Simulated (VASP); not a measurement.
## GePt: single point with PBE

GePt:

```
Ge Pt
1.0
     5.75601    0.00000    0.00000
     0.00000    3.73003    0.00000
     0.00000    0.00000    6.11156
Ge Pt
4 4
Direct
  0.81393 0.75000 0.58801
  0.18607 0.25000 0.41199
  0.31393 0.75000 0.91199
  0.68607 0.25000 0.08801
  0.00185 0.75000 0.19271
  0.99815 0.25000 0.80729
  0.50185 0.75000 0.30729
  0.49815 0.25000 0.69271
```

The cell is a database's computed one.

```
Program             : VASP 6.6.1
Task                : single point
Functional          : PBE
Potentials or basis : VASP PAW PBE potentials, release 64 (Ge_d, Pt)
Cutoff              : 520 eV
k mesh              : 4 × 6 × 4
Occupations         : gaussian, width 0.1 eV
Spin                : no spin polarisation
```

```json
{
 "Pressure": "4.8 GPa",
 "Largest force": "0.119 eV/Å",
 "Band gap on the k mesh": "none (metal or under the smearing width)"
}
```

Forces on the atoms (eV/Å):
```
Ge   0.090  0.000  0.040
Ge  -0.090  0.000 -0.040
Ge   0.090  0.000 -0.040
Ge  -0.090  0.000  0.040
Pt  -0.096  0.000 -0.069
Pt   0.096  0.000  0.069
Pt  -0.096  0.000  0.069
Pt   0.096  0.000 -0.069
```

Stress tensor (GPa, compression positive):
```
5.31 0.00 0.00
0.00 4.05 0.00
0.00 0.00 5.03
```

Levels at points of the mesh, in eV from the Fermi level:
| k point | band 46 | band 47 | band 48 | band 49 | band 50 | band 51 |
| --- | --- | --- | --- | --- | --- | --- |
| (0.00, 0.00, 0.00) | -1.48 | -1.42 | -0.92 | 0.70 | 0.90 | 2.96 |
| (0.50, 0.00, 0.00) | -2.45 | 0.01 | 0.01 | 1.28 | 1.28 | 2.29 |
| (0.00, 0.50, 0.00) | -2.53 | -1.59 | -1.59 | -0.14 | -0.14 | 2.09 |
| (0.50, 0.50, 0.00) | -1.87 | -1.87 | -1.87 | 0.59 | 0.59 | 0.59 |
| (0.00, 0.00, 0.50) | -1.80 | 0.01 | 0.01 | 1.04 | 1.04 | 1.87 |
| (0.50, 0.00, 0.50) | -1.31 | 0.73 | 0.73 | 1.78 | 1.78 | 2.60 |
| (0.00, 0.50, 0.50) | -2.48 | -2.14 | -2.14 | 0.51 | 0.51 | 1.04 |
| (0.50, 0.50, 0.50) | -2.45 | -2.45 | -2.45 | 2.44 | 2.44 | 2.44 |

Run time: 4.9 min on 1 thread of Intel(R) Xeon(R) Platinum 8559C (Emerald Rapids), on a shared host, peak memory 0.37 GiB.

The run has no spin-orbit coupling, so splittings on Pt are missing.
